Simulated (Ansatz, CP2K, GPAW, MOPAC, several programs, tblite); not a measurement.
# MgI2 from cheap methods to r2SCAN

Aim: run MgI2 through methods of unlike cost and see what each gets, and at what price.

Computed with MOPAC, tblite, CP2K, GPAW, Ansatz (versions at each run) (no spin polarisation, static lattice; gaps from single points on the cell relaxed beforehand with r²SCAN, unless a step's input says otherwise).

### Step 1. The starting structure

The structure is cubic, space group Fm-3m (No. 225). Conventional cell: a = 7.511 Å, b = 7.511 Å, c = 7.511 Å, α = 90.00°, β = 90.00°, γ = 90.00°. Mg (site symmetry m-3m) has 8 I at 3.25 Å as nearest neighbours. I (site symmetry -43m) has 4 Mg at 3.25 Å as nearest neighbours.

Coordinates:

```
CELL_PARAMETERS angstrom
0.00000 3.75572 3.75572
3.75572 0.00000 3.75572
3.75572 3.75572 0.00000
ATOMIC_POSITIONS crystal
Mg 0.00000 0.00000 0.00000
I 0.25000 0.25000 0.25000
I 0.75000 0.75000 0.75000
```

The structure type (fluorite) is imposed and need not be the compound's stable one.

**Question.** The methods are PM6, PM7, GFN1-xTB (tblite), GFN2-xTB (tblite), PBE/DZVP, PBE/single-zeta, PBE/SZV, coarse PBE, GLLB-SC, PBE, r2SCAN. What gap does r2SCAN give on this cell, and which other methods (full PBE left aside) come nearest to r2SCAN and farthest in gap, volume and bulk modulus?

| quantity | value |
| --- | --- |
| r2SCAN | gap 1.34 eV, 35.32 Å³/atom, B₀ 31 GPa |
| gap: nearest and farthest of the other methods | GFN2-xTB (tblite) (+0.54 eV), PM7 (+7.14 eV) |
| volume: nearest and farthest of the other methods | GFN1-xTB (tblite) (+2.5 %), PBE/DZVP (+4.5 %) |
| bulk modulus: nearest and farthest of the other methods | PBE/DZVP (-9 %), PM7 (+74 %) |

Among the 9 methods compared for the gap (full PBE left aside), GFN2-xTB (tblite) is nearest to r2SCAN and PM7 farthest. For the volume, of the 3 methods compared (full PBE left aside), GFN1-xTB (tblite) comes nearest to r2SCAN and PBE/DZVP is farthest. Among the 3 methods compared for the bulk modulus (full PBE left aside), PBE/DZVP is nearest to r2SCAN and PM7 farthest. A minimal basis or a coarse cutoff and mesh shifts results by its own error, so closeness to r2SCAN can be chance. Cluster runs see only the k-points that fold onto the zone centre, so their gaps can miss the band edges. GLLB-SC is compared with its derivative discontinuity added. No volume is given for PM6, GFN2-xTB (tblite), PBE/single-zeta, PBE/SZV, coarse PBE, which can hide a larger miss. Overlaps count as a gap of zero in the misses; they are PBE/SZV -0.47 eV. CPU times run from 0.96 s (coarse PBE) to 26 s (GLLB-SC). On this cell PM6, GFN2-xTB (tblite), PBE/DZVP, PBE/SZV, GLLB-SC cost more than r2SCAN itself (8.3 s), so they are no saving here. GFN1-xTB (tblite), PBE/SZV disagree with r2SCAN even on whether there is a gap. r2SCAN is a yardstick, not the truth: it usually gives gaps below the measured ones. Spin-orbit coupling is left out throughout.
